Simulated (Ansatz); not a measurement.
Input and output of a field-response calculation (clamped ions) on BeTe built on the zincblende prototype (Ansatz 0.2.0, r2SCAN). The geometry is the r2SCAN minimum.

Input file:
```yaml
crystal:
  lattice:
    - [0.0, 2.8286236224, 2.8286236224]
    - [2.8286236224, 0.0, 2.8286236224]
    - [2.8286236224, 2.8286236224, 0.0]
  atoms:
    - { symbol: Be, position: [0.0, 0.0, 0.0] }
    - { symbol: Te, position: [0.25, 0.25, 0.25] }
kpoints:
  mp_grid: { grid: [6, 6, 6] }
hamiltonian:
  xc: r2scan
scf:
  occupations: { method: fixed }
dielectric: {}
```

Command: `ansatz run input.yaml --threads 4 --pin off --max-ram 7372MiB --backend cpu --events-out ev --progress --plain --runs-dir out`. Wall time 16 s on 4 threads of Arm Neoverse V1, with other jobs on the host; peak host memory 0.73 GiB.

Main lines of the log:
```
Pseudopotential: Be, paw, valence charge 2, recommended cutoff 500 eV (meta_gga)
Pseudopotential: Te, paw, valence charge 16, recommended cutoff 500 eV (meta_gga)
Functional definition: r2SCAN
Crystal: 2 atoms, lattice volume = 45.264 Å³
Basis set: ecut = 500 eV, 1139 PW (Γ)
Bands: 13, of which v1, the nominal top of the filled ones, is band 9 counted from 1 (8 counted from 0)
Symmetry: 24 space group operations
k-points: 46 of 216 (irreducible under 4 space group operations, time reversal used)
SCF converged after 7 iterations
Free energy (F): -7089.084379 eV
Fermi energy:    7.068541 eV
--- Dielectric response (ions clamped): 3 representative field directions + reference, inside a basis on a mesh of 216 k-points ---
  ε∞ (high-frequency dielectric tensor):
        6.880996     0.000000     0.000000
        0.000000     6.880996     0.000000
        0.000000     0.000000     6.880996
  Born effective charges Z* (e; rows j = field, columns β = displacement):
    site 0:
         1.44333    0.00000    0.00000
         0.00000    1.44333    0.00000
         0.00000    0.00000    1.44333
    site 1:
        -1.44333    0.00000    0.00000
         0.00000   -1.44333    0.00000
         0.00000    0.00000   -1.44333
  ε∞ is read to err by 1.9e-2, Z* by 1.7e-2 e
```

ε∞: 6.88 in all directions. Born charges, averaged over directions: Be +1.44, Te -1.44 e.

Calculated for a static, non-magnetic cell.
